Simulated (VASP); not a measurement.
# AlCo: energy at fixed spin moment, by functional and volume against the source cell

AlCo, Pm-3m (no. 221), 2 atoms in the cell.

| Functional | Volume against the source cell | Cell | Moment at the minimum, by a parabola in the squared moment through the lowest point and its neighbours (muB per cell) | Energy there by the same parabola, against the smallest moment (meV/atom) | Moment left free (muB per cell) | Time (s) |
|---|---|---|---|---|---|---|
| PBE | 0.94 | volume scaled by 0.94 | 0.00 | 0.0 | 0.00 | 194 |
| PBE | 1 | as given | 0.00 | 0.0 | 0.00 | 226 |
| LDA | 1 | as given | 0.00 | 0.0 | 0.00 | 155 |
| LDA | 1.03 | volume scaled by 1.03 | 0.00 | 0.0 | 0.00 | 179 |

## Input of the first row

INCAR.step1:
```
SYSTEM = AlCo
PREC = Accurate ; ENCUT = 450
EDIFF = 1E-7 ; NELM = 200
ALGO = Normal ; ISMEAR = 1
SIGMA = 0.1 ; LREAL = .False.
LASPH = .True. ; LMAXMIX = 4
LORBIT = 11 ; LWAVE = .False.
LCHARG = .False. ; GGA = PE
ISPIN = 2 ; ISIF = 2
NUPDOWN = 0.0 ; MAGMOM = 0 0
```

INCAR.step2, as INCAR.step1 but for:
```
- NUPDOWN = 0.0
- MAGMOM = 0 0
+ NUPDOWN = 0.32
+ MAGMOM = 0.325 0
```

INCAR.step3 to INCAR.step9 change the same tags again: MAGMOM = 0.65 0, 0.975 0, 1.3 0, 1.625 0, 1.95 0, 2.275 0, 2.6 0; NUPDOWN = 0.65, 0.98, 1.3, 1.62, 1.95, 2.28, 2.6.

INCAR.step10, as INCAR.step9 but for:
```
- NUPDOWN = 2.6
```

KPOINTS:
```
k-points
0
Gamma
  15 15 15
```

POSCAR:
```
AlCo
1.0
    2.7618482194      0.0000000000      0.0000000000
    0.0000000000      2.7618482194      0.0000000000
    0.0000000000      0.0000000000      2.7618482194
Co Al
1 1
Direct
    0.5000000000      0.5000000000      0.5000000000
    0.0000000000      0.0000000000      0.0000000000
```

Commands (each step's output is kept before the next begins):
```
cat potpaw_PBE.64/Co/POTCAR potpaw_PBE.64/Al/POTCAR > POTCAR
cp INCAR.step1 INCAR
mpirun -np 4 vasp_std > vasp.out
rm WAVECAR CHG
cp INCAR.step2 INCAR
mpirun -np 4 vasp_std > vasp.out
rm WAVECAR CHG
cp INCAR.step3 INCAR
mpirun -np 4 vasp_std > vasp.out
rm WAVECAR CHG
cp INCAR.step4 INCAR
mpirun -np 4 vasp_std > vasp.out
rm WAVECAR CHG
cp INCAR.step5 INCAR
mpirun -np 4 vasp_std > vasp.out
rm WAVECAR CHG
cp INCAR.step6 INCAR
mpirun -np 4 vasp_std > vasp.out
rm WAVECAR CHG
cp INCAR.step7 INCAR
mpirun -np 4 vasp_std > vasp.out
rm WAVECAR CHG
cp INCAR.step8 INCAR
mpirun -np 4 vasp_std > vasp.out
rm WAVECAR CHG
cp INCAR.step9 INCAR
mpirun -np 4 vasp_std > vasp.out
rm WAVECAR CHG
cp INCAR.step10 INCAR
mpirun -np 4 vasp_std > vasp.out
```

VASP 6.6.1 took 194 s on 4 cores (Intel Xeon Platinum 8259CL @ 2.50GHz (Skylake/Cascade Lake)), a shared host.
